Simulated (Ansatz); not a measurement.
Ansatz input file:

```yaml
crystal:
  lattice:
    - [0.0, 4.669144327, 7.2911993582]
    - [2.3333837508, 0.0, 7.2911993582]
    - [2.3333837508, 4.669144327, 0.0]
  atoms:
    - { symbol: Si, position: [0.5631505054, 0.5631505054, 0.9368494946] }
    - { symbol: Si, position: [0.3131505054, 0.3131505054, 0.6868494946] }
    - { symbol: Si, position: [0.6868494946, 0.6868494946, 0.3131505054] }
    - { symbol: Si, position: [0.9368494946, 0.9368494946, 0.5631505054] }
    - { symbol: O, position: [0.625, 0.125, 0.625] }
    - { symbol: O, position: [0.625, 0.625, 0.125] }
    - { symbol: O, position: [0.625, 0.625, 0.625] }
    - { symbol: O, position: [0.125, 0.625, 0.625] }
    - { symbol: O, position: [0.186221437, 0.813778563, 0.186221437] }
    - { symbol: O, position: [0.813778563, 0.186221437, 0.813778563] }
    - { symbol: O, position: [0.436221437, 0.063778563, 0.436221437] }
    - { symbol: O, position: [0.063778563, 0.436221437, 0.063778563] }
basis:
  ecutwfc: 500
kpoints:
  mp_grid: { grid: [6, 6, 6] }
hamiltonian:
  xc: r2scan
scf:
  occupations: { method: gaussian, width: 0.02 }
output:
  forces: true
  stress: true
  eigenvalues: true
relax:
  adjacent_minimum: "off"
  f_tol: 0.01
  max_steps: 30
  cell: { stress_tol: 0.1, fix: [volume] }
```

Launched with
```bash
ansatz run input.yaml --threads 2 --pin off --max-ram 5120MiB --backend cpu --events-out ev --progress --plain --runs-dir out
```

Level of theory: Ansatz 0.2.0, DFT r2SCAN, scalar-relativistic, plane waves, PAW.

Part of what the program printed, abridged (final results; tables in files aren't shown):

```
SCF 7 converged in 4 iterations: F = -7120.148639 eV  dr2 = 3.47e-10
SCF converged after 4 iterations
Free energy (F): -7120.148639 eV
Harris-Foulkes:  -7120.148639 eV  (|F-HF|=6.37e-12)
Internal energy: -7120.148639 eV  (E = F + TS)
E sigma→0 (E₀):  -7120.148639 eV
Fermi energy:    4.850235 eV
--- Per-component energies (eV) ---
  E_band       = -358.552282
  E_kinetic    = 1626.434027
  E_local      = -4203.684723  (includes V_loc(G=0)·N_el)
  E_nonlocal   = 473.782249
  E_hartree    = 1529.524276
  E_xc         = -801.726096
  E_vxc        = -1061.258721  (∫ρ·V_xc dr)
  E_paw        = -3368.789399  (= ΣΔE_a)
  E_vpaw       = -319.614563  (= ΣTr[D̂ρ^β])
  E_aug_tail   = 0.008502  (compensation charges beyond the density's cutoff)
  E_vtau       = 66.731506  (kinetic-family band-sum trace: ∫τ·v_τ [+ j·A + Jᵃ·Aᵃ] dr)
  E_ewald      = -2375.136215
  E_core_change = -0.561259  (= ΣΔE_core)
  E_smearing   =  0.000000  (= −TS)
--- Forces (eV/Å), atoms counted from 1 ---
  atom   1  Si     0.00000000     0.00000000    -0.00083124
  atom   2  Si     0.00000000     0.00000000    -0.00083124
  atom   3  Si     0.00000000     0.00000000     0.00083124
  atom   4  Si     0.00000000     0.00000000     0.00083124
  atom   5  O      0.00000000     0.00000000     0.00000000
  atom   6  O      0.00000000     0.00000000     0.00000000
  atom   7  O      0.00000000     0.00000000     0.00000000
  atom   8  O      0.00000000     0.00000000     0.00000000
  atom   9  O      0.00000000     0.00012039     0.00000000
  atom  10  O      0.00000000    -0.00012039     0.00000000
  atom  11  O      0.00000000     0.00012039     0.00000000
  atom  12  O      0.00000000    -0.00012039     0.00000000
--- Stress (GPa, compression-positive) ---
        4.076999       0.000000       0.000000
        0.000000       4.090522       0.000000
        0.000000       0.000000       4.066381
  P = ⅓ Tr σ = 4.0780 GPa (40.780 kbar)
--- Band table (eV; the first three rows and the last of 46) ---
  k-point 0: bands = ["-18.9009", "-17.9688", "-17.9179", "-16.8537", "-16.8159", "-16.7207", "-16.6980", "-16.6936", "-8.0966", "-6.3177", "-5.2426", "-4.4124", "-4.3007", "-3.8244", "-3.5583", "-3.3478", "-1.6831", "-1.1586", "-1.1017", "-1.0953", "-0.8686", "-0.7301", "-0.5210", "-0.1724", "-0.1387", "-0.0508", "0.3802", "0.7655", "1.0208", "1.1257", "1.5680", "1.5776", "8.1228", "10.8425", "10.9731", "11.1885", "11.3254", "12.2101", "12.8734", "13.4291", "14.2460", "14.3573", "14.6125", "15.1288"]
  k-point 1: bands = ["-18.8063", "-18.0649", "-17.7950", "-16.9249", "-16.8343", "-16.7649", "-16.7266", "-16.7181", "-7.8547", "-6.4343", "-5.3884", "-4.3586", "-4.0646", "-3.8243", "-3.6529", "-3.3919", "-1.7127", "-1.4642", "-1.1002", "-1.0496", "-0.7753", "-0.5150", "-0.4043", "-0.2931", "-0.1752", "-0.1098", "0.5172", "0.7684", "0.9354", "1.1369", "1.4404", "1.5020", "8.5934", "11.1594", "11.2465", "11.2536", "11.6589", "12.1778", "12.8169", "13.5298", "13.6595", "13.9517", "14.3299", "14.6167"]
  k-point 2: bands = ["-18.5636", "-18.1022", "-17.7347", "-17.2208", "-16.8415", "-16.7919", "-16.7638", "-16.7406", "-7.3782", "-6.5039", "-5.6160", "-4.4057", "-4.1055", "-3.6998", "-3.5672", "-3.4023", "-1.7573", "-1.6748", "-1.1759", "-0.9899", "-0.8683", "-0.6604", "-0.3810", "-0.2295", "-0.1123", "0.2879", "0.5040", "0.6794", "0.8590", "1.1768", "1.2903", "1.3480", "9.7115", "11.6041", "11.7779", "11.8134", "12.0165", "12.2640", "12.7213", "12.9257", "13.1268", "13.6106", "14.3057", "14.5825"]
  k-point 45: bands = ["-18.6388", "-18.6388", "-17.1202", "-17.1202", "-16.8349", "-16.8349", "-16.6958", "-16.6958", "-7.4332", "-7.4332", "-4.2931", "-4.2931", "-4.2724", "-4.2724", "-3.6011", "-3.6011", "-1.4552", "-1.4552", "-0.8806", "-0.8806", "-0.6860", "-0.6860", "-0.5127", "-0.5127", "-0.1823", "-0.1823", "0.7668", "0.7668", "0.9518", "0.9518", "1.4453", "1.4453", "9.3118", "9.3118", "11.3252", "11.3252", "11.9632", "11.9632", "12.7649", "12.7649", "14.0266", "14.0266", "15.0619", "15.0619"]
--- Relaxed structure (6 steps of the walk, 5 accepted, 1 SCFs on fresh bases) ---
  F+E_penalty+E_count = -7120.14863866 eV   max|allowed force component| = 8.312e-4 eV/Å   (the final SCF, on the basis selected at the relaxed cell)
  cell:  # Å, volume = 158.8739 Å³
    - [0.0, 4.65891735, 7.31577628]
    - [2.33064977, 0.0, 7.31577628]
    - [2.33064977, 4.65891735, 0.0]
  atoms:
    - { symbol: Si, position: [0.56270314, 0.56270314, 0.93729685] }
    - { symbol: Si, position: [0.31270314, 0.31270314, 0.68729685] }
    - { symbol: Si, position: [0.68729685, 0.68729685, 0.31270314] }
    - { symbol: Si, position: [0.93729685, 0.93729685, 0.56270314] }
    - { symbol: O, position: [0.62499999, 0.12500000, 0.62499999] }
    - { symbol: O, position: [0.62499999, 0.62500000, 0.12499999] }
    - { symbol: O, position: [0.62499999, 0.62500000, 0.62499999] }
    - { symbol: O, position: [0.125, 0.62500000, 0.62499999] }
    - { symbol: O, position: [0.18255032, 0.81744967, 0.18255032] }
    - { symbol: O, position: [0.81744967, 0.18255032, 0.81744967] }
    - { symbol: O, position: [0.43255032, 0.06744967, 0.43255032] }
    - { symbol: O, position: [0.06744967, 0.43255032, 0.06744967] }
```

The relaxation met its thresholds.

Time: 3.1 min on 2 threads of Arm Neoverse V1 (shared host), peak memory 1.3 GiB.